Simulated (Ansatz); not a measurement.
# CoSi2: the cost of one run

Computed with Ansatz 0.2.0 (DFT PBE, scalar-relativistic, unless a step's input says otherwise).

## Step 1: The starting structure

It takes space group Fm-3m (No. 225, cubic). The conventional cell has a = 5.365 Å, b = 5.365 Å, c = 5.365 Å, α = 90.00°, β = 90.00°, γ = 90.00°. Around Co (site symmetry m-3m) lie 8 Si at 2.32 Å. Around Si (site symmetry -43m) lie 4 Co at 2.32 Å.

Coordinates:

```xyz
3
Lattice="0.0000 2.6825 2.6825 2.6825 0.0000 2.6825 2.6825 2.6825 0.0000" Properties=species:S:1:pos:R:3 pbc="T T T"
Co    0.0000    0.0000    0.0000
Si    1.3413    1.3413    1.3413
Si    4.0238    4.0238    4.0238
```

Atoms are numbered in the order of the input: Co1, Si2, Si3.

## Step 2: Volume × 0.94, LAPW

input.yaml

```yaml
crystal:
  lattice:
    - [0.0, 2.6277397366, 2.6277397366]
    - [2.6277397366, 0.0, 2.6277397366]
    - [2.6277397366, 2.6277397366, 0.0]
  atoms:
    - { symbol: Co, position: [0.0, 0.0, 0.0], spin: 2.0 }
    - { symbol: Si, position: [0.25, 0.25, 0.25] }
    - { symbol: Si, position: [0.75, 0.75, 0.75] }
magnetization:
  spin_polarized: true
kpoints:
  mp_grid: { grid: [11, 11, 11] }
  band_path:
    path:
      - [0.0, 0.0, 0.0]
      - [0.5, 0.0, 0.5]
      - [0.625, 0.25, 0.625]
      - [0.375, 0.375, 0.75]
      - [0.0, 0.0, 0.0]
      - [0.5, 0.5, 0.5]
      - [0.5, 0.25, 0.75]
      - [0.5, 0.0, 0.5]
    npoints: 5
scf:
  occupations: { method: fermi_dirac, width: 0.05 }
hamiltonian:
  xc: pbe
  pseudopotentials: { kind: all_electron, lapw: { basis_error: 0.001 } }
output:
  forces: true
  stress: true
  eigenvalues: true
```

On the command line:

```console
ansatz run input.yaml --threads 1 --pin off --max-ram 4096MiB --backend cpu --events-out ev --progress --plain --runs-dir out
```

**Question.** How long does this run take on 1 thread of INTEL XEON PLATINUM 8581C at 2.10GHz (Emerald Rapids), shared host, and how much memory does it need?

About 36 s, with a peak of 0.61 GiB.
